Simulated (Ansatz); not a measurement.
# Band structure of CdSe

```
Cd Se
1.0
     0.00000    3.07027    3.07027
     3.07027    0.00000    3.07027
     3.07027    3.07027    0.00000
Cd Se
1 1
Cartesian
  0.0000 0.0000 0.0000
  1.5351 1.5351 1.5351
```

Atom numbers follow the list: Cd1, Se2.

The cell is the one relaxed in the Materials Project (mp-2691), not relaxed further here; entries there can be hypothetical.

The calculation used DFT, LDA, all-electron LAPW, scalar-relativistic in Ansatz 0.2.0.

Settings: a Γ-centred 8×8×8 k mesh, Fermi–Dirac smearing of 0.03 eV, basis error target 1 meV/atom, no spin polarisation.

Points in fractions of the reciprocal vectors of this cell: Γ (0, 0, 0), X (-0.5, -0.5, 0), U (-0.375, -0.375, 0.25), K (-0.375, 0, 0.375), L (0, 0, 0.5), W (-0.5, -0.25, 0.25). The path joins them by straight lines in the order Γ–X–U–K–Γ–L–W–X; legs that retrace an earlier one aren't tabulated. Energies are in eV from the top of the valence band.

Problem. Is there a gap, and where are the band edges?

Solution. 0.27 eV, direct at Γ (so small a gap may close at points that the mesh and path miss).

Problem. List the levels between -8 and 5.5 eV at the symmetry points.

Solution. 
Γ: -7.83 (×3), -7.48 (×2), 0.00 (×3), 0.27
X: -7.65, -7.59 (×2), -7.43, -7.16, -4.04, -1.79 (×2), 3.00, 3.58
U: -7.68, -7.63, -7.55, -7.46, -7.08, -3.97, -2.45, -1.46, 3.53, 4.94
K: -7.68, -7.63, -7.55, -7.46, -7.08, -3.97, -2.45, -1.46, 3.53, 4.94
L: -7.74 (×2), -7.46 (×2), -7.22, -4.31, -0.72 (×2), 2.14
W: -7.66 (×2), -7.52, -7.48, -7.04, -3.94, -2.17, -2.14, 4.77, 5.06

Kohn–Sham gaps of semilocal functionals usually fall short of measured ones.
